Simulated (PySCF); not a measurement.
**Indirect couplings**

Molfile (atoms numbered from 1):
```
C3H4N2
     RDKit          3D

  9  9  0  0  0  0  0  0  0  0999 V2000
   -0.8033   -0.9259    0.0733 C   0  0  0  0  0  0  0  0  0  0  0  0
   -0.8837    0.4085   -0.1991 C   0  0  0  0  0  0  0  0  0  0  0  0
    0.3977    0.8777   -0.1230 N   0  0  0  0  0  0  0  0  0  0  0  0
    1.1814   -0.1831    0.1881 C   0  0  0  0  0  0  0  0  0  0  0  0
    0.4875   -1.2768    0.3117 N   0  0  0  0  0  0  0  0  0  0  0  0
   -1.5875   -1.6545    0.1137 H   0  0  0  0  0  0  0  0  0  0  0  0
   -1.7137    1.0421   -0.4338 H   0  0  0  0  0  0  0  0  0  0  0  0
    0.6917    1.8295   -0.2692 H   0  0  0  0  0  0  0  0  0  0  0  0
    2.2434   -0.1115    0.3131 H   0  0  0  0  0  0  0  0  0  0  0  0
  1  2  2  0
  2  3  1  0
  3  4  1  0
  4  5  2  0
  5  1  1  0
  1  6  1  0
  2  7  1  0
  3  8  1  0
  4  9  1  0
M  END
```

Couplings: B3LYP/pcJ-1 in PySCF 2.14, geometry GFN2-xTB; gas phase, one conformer, non-relativistic. Couplings are averaged over pairs made equivalent by symmetry, fast rotation or ring inversion, so a value needn't be that of the named pair in this geometry, while other rotamers aren't included; one pair stands for each set, and the list holds a selection of those of at least 0.8 Hz over up to four bonds.

Isotopes: 13C, 1H, 15N.

```
  pair  bonds  J (Hz)
C1, C2      1    75.0
C1, N5      1     2.5
C1, H6      1       ?
C2, N3      1   -17.3
C2, H7      1   192.5
N3, C4      1   -11.8
N3, H8      1       ?
C4, N5      1       ?
C4, H9      1   213.7
C1, N3      2    -7.2
C2, C4      2       ?
C2, N5      2     2.1
C2, H8      2     5.9
N3, N5      2    -1.5
N3, H7      2    -5.4
N3, H9      2   -10.4
N5, H6      2       ?
N5, H9      2   -12.7
C1, H8      3     8.7
C1, H9      3    11.6
C2, H9      3     3.6
N3, H6      3       ?
C4, H7      3       ?
H6, H7      3     1.5
H7, H8      3     2.5
H6, H8      4       ?
```

Q: Estimate the withheld couplings, with signs.

A: 
- 1J(C1,H6) = 197.1 Hz (bond length 1.071 Å, sp2 carbon)
- 1J(N3,H8) = -100.1 Hz (bond length 1.007 Å)
- 1J(C4,N5) = -1.1 Hz (bond length 1.301 Å)
- 2J(C2,C4) = 10.6 Hz (angle at N3 107°)
- 2J(N5,H6) = -11.2 Hz (angle at C1 121°)
- 3J(N3,H6) = -3.3 Hz (dihedral angle 180°)
- 3J(C4,H7) = 7.5 Hz (dihedral angle 180°)
- 4J(H6,H8) = 1.4 Hz
